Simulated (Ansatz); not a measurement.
TaN: energy along a strain

TaN, P-6m2, a = 2.938 Å, c = 2.883 Å (as given, not relaxed at this level: -4.9 GPa). This isn't the usual stable structure of the compound. Ansatz: PBEsol, PAW, 420 eV, Γ-centred 18×18×16 mesh on 2 atoms, Gaussian smearing 0.15 eV; no spin polarisation. Cell vectors (Å): 2.938 0.000 0.000; -1.469 2.544 0.000; 0.000 0.000 2.883. The cell is strained by x per cent times the pattern (0 1 0 0 0 0) in the order xx yy zz yz xz xy (engineering shears), with fractional coordinates held. y is the free energy over the start, V0 = 10.776 Å³/atom.

```
x (%) y (meV/atom)
-2.00          2.60
-1.50          0.19
-1.00         -1.02
-0.50             ?
 0.00          0.00
 0.50          2.14
 1.00          5.33
 1.50          9.54
 1.75         12.01
 2.00         14.73
```

Task: Fit y = c1 x + c2 x² + c3 x³ to the other rows, get the stiffness along the pattern, and predict the missing energy.

Result: Least squares on the rows shown. y = 3.221 x + 2.165 x² − 0.04726 x³. The clamped-ion stiffness p·C·p = 2 × 21.65 eV × 160.2 / 10.776 Å³ = 644 GPa, which is C22 in these axes (second derivative at the start, which stands under stress). At x = -0.50 the fit asked for gives -1.06 meV/atom. The run gave -1.07 meV/atom, so the fit is 0.01 meV/atom too high, within twice the rms miss on the fitted rows (0.007 meV/atom).

Spin–orbit coupling is left out, which can shift energies with elements as heavy as these.